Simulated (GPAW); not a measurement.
Pb:

```
Pb
1.0
     3.48000    0.00000    0.00000
    -1.74000    3.01377    0.00000
     0.00000    0.00000    5.59000
Pb
2
Direct
  0.66667 0.33333 0.75000
  0.33333 0.66667 0.25000
```

This isn't the form of Pb at room conditions, which is fcc.

| Item | Value |
| --- | --- |
| Program | GPAW 26.7.0 |
| Task | relaxation of cell and atoms |
| Functional | PBEsol |
| Dispersion | D3 |
| Potentials or basis | PAW data sets generated in the run's folder for this functional |
| Cutoff | 600 eV |
| Basis | pw |
| k mesh | 7 × 7 × 4 |
| Occupations | fermi-dirac, width 0.05 eV |
| Spin | no spin polarisation |

At the start: pressure -0.9 GPa; volume 29.31 Å³/atom.

Problem. How do energy, volume and symmetry change on relaxing?

Solution. Over 5 steps the energy falls by 2.6 meV/atom and the volume is 28.83 Å³/atom (-1.7 %); space group P6_3/mmc (No. 194, to 0.05 Å).

The path:
| step | energy change (eV) | largest force (eV/Å) | pressure (GPa) | volume (Å³) |
| --- | --- | --- | --- | --- |
| 1 | 0.0000 | 0.0001 | -0.87 | 58.63 |
| 2 | -0.0014 | 0.0000 | -0.70 | 58.43 |
| 3 | -0.0048 | 0.0000 | 0.15 | 57.46 |
| 4 | -0.0049 | 0.0000 | 0.11 | 57.51 |
| 5 | -0.0052 | 0.0000 | -0.02 | 57.65 |

Final structure:
```
Pb
1.0
     3.47475    0.00000    0.00000
    -1.73737    3.00922    0.00000
     0.00000    0.00000    5.51373
Pb
2
Direct
  0.66667 0.33333 0.75000
  0.33333 0.66667 0.25000
```

Caveat: later steps reuse the first step's grids; pairwise dispersion overbinds metals, which lowers pressure and volume.
